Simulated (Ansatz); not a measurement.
AgBr:

```
Ag Br
1.0
     0.00000    2.87015    2.87015
     2.87015    0.00000    2.87015
     2.87015    2.87015    0.00000
Ag Br
1 1
Direct
  0.00000 0.00000 0.00000
  0.50000 0.50000 0.50000
```

Base run:

- Program: Ansatz 0.2.0
- Functional: r2SCAN
- Potentials or basis: Ansatz PAW
- Cutoff: 500 eV (not typed: the program's choice for these potentials)
- k mesh: 8 × 8 × 8
- Occupations: fermi-dirac, width 0.05 eV
- Spin: no spin polarisation

Its results: band gap on the k mesh 1.29 eV, indirect (least direct gap 3.29 eV); pressure 1.1 GPa.

Problem. The run is repeated on the same cell with these changes: functional from r2SCAN to BLYP; cutoff from 500 eV (not typed: the program's choice for these potentials) to 420 eV (not typed: the program's choice for these potentials). What comes out?

Solution. Band gap on the k mesh 0.72 eV, indirect (least direct gap 2.62 eV); pressure 6.1 GPa.

r2SCAN gives the wider gap, since meta-GGAs in the generalised Kohn-Sham scheme recover part of the derivative discontinuity.

Caveats: the PAW data sets come from PBE, with cores solved anew for the run's functional, which leaves a small shift of forces and pressure.
